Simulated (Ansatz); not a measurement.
**TiAl: energy along a strain**

TiAl, P4/mmm, a = 2.837 Å, c = 4.059 Å (as given, not relaxed at this level: -0.7 GPa). The structure is a COD entry; whether it is the stable form wasn't checked. Ansatz: PBE, PAW, 420 eV, Γ-centred 16×16×12 mesh on 2 atoms, Gaussian smearing 0.15 eV; no spin polarisation. Cell vectors (Å): 2.837 0.000 0.000; 0.000 2.837 0.000; 0.000 0.000 4.059. The cell is strained by x per cent times the pattern (0 0 0 1 0 0) in the order xx yy zz yz xz xy (engineering shears), with fractional coordinates held. y is the free energy over the start, V0 = 16.338 Å³/atom. Symmetry makes y even in x.

| x (%) | y (meV/atom) |
| --- | --- |
| -2.00 | ? |
| -1.00 | 0.56 |
| 0.00 | 0.00 |
| 0.25 | 0.04 |
| 0.50 | 0.14 |
| 0.75 | 0.32 |
| 1.25 | 0.88 |
| 1.50 | 1.26 |
| 1.75 | 1.72 |

Q: Fit y = c2 x² + c4 x⁴ to the other rows, get the stiffness along the pattern, and predict the missing energy.

A: Least squares on the rows shown. y = 0.5626 x² − 0.0004508 x⁴. The clamped-ion stiffness p·C·p = 2 × 5.626 eV × 160.2 / 16.338 Å³ = 110 GPa, which is C44 in these axes (second derivative at the start, which stands under stress). At x = -2.00 the fit asked for gives 2.24 meV/atom. The run gave 2.24 meV/atom, the same to the digits shown.

The energy rises almost purely quadratically, so the tetragonal cell resists this shear and stays in the harmonic regime throughout the range. The quartic term contributes less than the last printed digit even at the largest strain, so its negative sign is no evidence of softening.

The shear tilts the stacking of alternating Ti and Al layers. To first order it leaves distances within each layer unchanged, while stretching some Ti-Al contacts between layers and shortening others. The linear changes in energy cancel, and the quadratic cost remains. Hybridisation between Ti d and Al p states probably adds an angular contribution to this stiffness, though the energies alone can't separate it from the general metallic cohesion.

Holding the fractional coordinates costs nothing here: both atoms sit on inversion centres, which the strain preserves, so the clamped-ion and relaxed-ion values of C44 coincide. A single shear constant doesn't establish full mechanical stability, elastic anisotropy or ductility.
